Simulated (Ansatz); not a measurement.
# InSe: how the settings move a single-point run

How sensitive is a single-point run of InSe to its settings? A reference run comes first, then six runs with altered input.

Computed with Ansatz 0.2.0 (reference: DFT, PBE, plane waves, PAW, unless a step's input says otherwise).

### 1 The system as given

The structure is monoclinic, space group C2/m (No. 12). Conventional cell: a = 11.759 Å, b = 4.110 Å, c = 4.698 Å, α = 90.00°, β = 110.33°, γ = 90.00°. In (site symmetry m) has 3 Se at 2.68 to 2.69 Å and 1 In at 2.79 Å in its first shell of neighbours. Se (site symmetry m) is surrounded by 3 In at 2.68 to 2.69 Å.

As a file:

```xyz
4
Lattice="5.8791 -2.0549 0.0681 5.8791 2.0549 0.0681 -1.6833 0.0000 4.3859" Properties=species:S:1:pos:R:3 pbc="T T T"
In   -0.2936    0.0000    4.2484
In   10.3685    0.0000    0.2738
Se    3.4374    0.0000    1.5859
Se    6.6375    0.0000    2.9363
```

### 2 The reference run

The input, input.yaml:

```yaml
crystal:
  lattice:
    - [5.8791298263, -2.0549041872, 0.0681376718]
    - [5.8791298263, 2.0549041872, 0.0681376718]
    - [-1.6833233609, 0.0, 4.3858890753]
  atoms:
    - { symbol: In, position: [0.1131987521, 0.1131987521, 0.9651310488] }
    - { symbol: In, position: [0.8868012479, 0.8868012479, 0.0348689512] }
    - { symbol: Se, position: [0.3425800535, 0.3425800535, 0.3509438152] }
    - { symbol: Se, position: [0.6574199465, 0.6574199465, 0.6490561848] }
kpoints:
  mp_grid: { grid: [4, 4, 4] }
hamiltonian:
  xc: pbe
scf:
  occupations: { method: fixed }
  n_extra_bands: 5
output:
  forces: true
  stress: true
  eigenvalues: true
```

Run with:

```
$ ansatz run input.yaml --threads 4 --pin off --max-ram 4608MiB --backend cpu --events-out ev --progress --plain --runs-dir out
```

### 3 Changing settings: occupations.method gaussian, occupations.width 0.2

input.yaml: that of step 2 with these lines changed.

```diff
@@ -15,3 +15,3 @@
 scf:
-  occupations: { method: fixed }
+  occupations: { method: gaussian, width: 0.2 }
   n_extra_bands: 5
```

### 4 Variant: ecutwfc 900

input.yaml: that of step 2 with these lines changed.

```diff
@@ -21 +21,3 @@
   eigenvalues: true
+basis:
+  ecutwfc: 900
```

### 5 Variant: ecutwfc 600

input.yaml: that of step 2 with these lines changed.

```diff
@@ -21 +21,3 @@
   eigenvalues: true
+basis:
+  ecutwfc: 600
```

### 6 A further run, with the input changed

input.yaml: that of step 2 with these lines changed.

```diff
@@ -17,2 +17,4 @@
   n_extra_bands: 5
+  mixing: { beta: 1.0 }
+  max_iter: 55
 output:
```

### 8 Changing settings: exchange pbe, correlation pbe, coeff 0.75, omega 0.5

input.yaml: that of step 2 with these lines changed.

```diff
@@ -13,3 +13,3 @@
 hamiltonian:
-  xc: pbe
+  xc: { exchange: pbe, correlation: pbe, exx: { coeff: 0.75, omega: 0.5 } }
 scf:
```

### 9 Changed: exchange pbe, correlation pbe, coeff 0.5, omega 0.2078

input.yaml: that of step 2 with these lines changed.

```diff
@@ -13,3 +13,6 @@
 hamiltonian:
-  xc: pbe
+  xc:
+    exchange: pbe
+    correlation: pbe
+    exx: { coeff: 0.5, omega: 0.2078 }
 scf:
```

(Steps that only read results are left out.)

Before running it: what results should come out? Wanted: for each run, ending; energy change; pressure; gap; force.

The runs gave:

| run | ending | energy change | pressure (GPa) | gap (eV) | force (eV/Å) | cycles | time |
| --- | --- | --- | --- | --- | --- | --- | --- |
| reference | converged | 0 | 2.5 | 1.22 | 0.25 | 7 | 1.2 s |
| 1: occupations.method gaussian, occupations.width 0.2 | converged | 0.0 meV/atom (σ→0) | 2.5 | 1.22 | 0.25 | 7 | 1.3 s |
| 2: ecutwfc 900 | converged | -1.2 meV/atom | 2.5 | 1.22 | 0.24 | 7 | 3 s |
| 3: ecutwfc 600 | converged | -1.1 meV/atom | 2.5 | 1.22 | 0.25 | 7 | 1.7 s |
| 4: mixing.beta 1.0 | converged | 0.0 meV/atom | 2.5 | 1.22 | 0.25 | 6 | 1.2 s |
| 5: exchange pbe, correlation pbe, coeff 0.75, omega 0.5 | converged | not comparable | -0.8 | 2.24 | 0.35 | 22 | 42 s |
| 6: exchange pbe, correlation pbe, coeff 0.5, omega 0.2078 | converged | not comparable | -1.2 | 2.68 | 0.39 | 22 | 42 s |

Residual by cycle in the longest SCF loop of each run; runs are numbered as in the table. The quantity is the density residual dr2, in eV.

| cycle | reference | run 1 | run 2 | run 3 | run 4 | run 5 | run 6 |
| --- | --- | --- | --- | --- | --- | --- | --- |
| 1 | 0.00222 | 0.0023 | 0.00211 | 0.00215 | 0.00222 | 0.122 | 0.0838 |
| 2 | 4.3e-4 | 4.3e-4 | 4.2e-4 | 4.2e-4 | 9.8e-4 | 0.0234 | 0.0169 |
| 3 | 1.0e-4 | 1.1e-4 | 8.4e-5 | 8.8e-5 | 3.8e-5 | 0.0251 | 0.0216 |
| 4 | 9.8e-6 | 9.9e-6 | 1.0e-5 | 1.0e-5 | 6.4e-6 | 0.00863 | 0.00637 |
| 5 | 2.0e-6 | 2.0e-6 | 2.1e-6 | 2.1e-6 | 1.4e-6 | 0.00137 | 0.00112 |
| 6 | 1.4e-7 | 1.4e-7 | 1.7e-7 | 1.7e-7 | 9.9e-8 | 4.6e-4 | 3.5e-4 |
| 7 | 6.4e-9 | 6.7e-9 | 6.7e-9 | 7.2e-9 | - | 9.0e-5 | 7.3e-5 |
| 8 | - | - | - | - | - | 3.3e-5 | 2.7e-5 |

**Reading.** Of the variants the dearest is «exchange pbe, correlation pbe, coeff 0.75, omega 0.5» (42 s), the cheapest «mixing.beta 1.0» (1.2 s), on a shared host.

Spin-orbit coupling is left out, though the cell holds In; it can move the gap.
